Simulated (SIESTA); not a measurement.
Crystal: Br.

```
CELL_PARAMETERS angstrom
3.36325 -2.32255 0.00000
3.36325 2.32255 0.00000
0.00000 0.00000 8.70230
ATOMIC_POSITIONS crystal
Br 0.36510 0.63490 0.39010
Br 0.13490 0.86510 0.89010
Br 0.63490 0.36510 0.60990
Br 0.86510 0.13490 0.10990
```

Base run:

```yaml
Program: SIESTA 5.4.2
Functional: PBEsol
Potentials_or_basis: PseudoDojo 0.4 standard (PBEsol files)
Basis: DZP (energy shift 0.003 Ry)
Grid_cutoff: 500 Ry
Energy_shift: 0.003 Ry
k_mesh: 7 × 7 × 3
Occupations: fermi-dirac, width 0.05 eV
Spin: no spin polarisation
```

Its results: band gap on the k mesh 1.76 eV, indirect (least direct gap 1.78 eV); pressure 0.3 GPa; largest force 1.298 eV/Å.

Problem. After a change of settings the same cell gave: band gap on the k mesh 1.79 eV, indirect (least direct gap 1.80 eV); pressure 1.1 GPa; largest force 1.162 eV/Å. Which change was it?
A. functional from PBEsol to LDA; potentials or basis from PseudoDojo 0.4 standard (PBEsol files) to PseudoDojo 0.4 standard (LDA files)
B. functional from PBEsol to PBE; potentials or basis from PseudoDojo 0.4 standard (PBEsol files) to PseudoDojo 0.4 standard (PBE files)
C. functional from PBEsol to AM05
D. functional from PBEsol to BLYP; potentials or basis from PseudoDojo 0.4 standard (PBEsol files) to PseudoDojo 0.4 standard (PBE files)

Solution. C.

Caveats: the basis of atomic orbitals isn't converged, which shifts pressures, moduli and gaps; an odd mesh through Γ misses points on the zone boundary, where band edges often lie (some runs); forces of over 1 eV/Å show positions far from the minimum, so gaps and moduli don't describe the material at rest (some runs); the potentials were made for another functional, which shifts forces and pressure (some runs).

Not every run made on this cell is shown here.
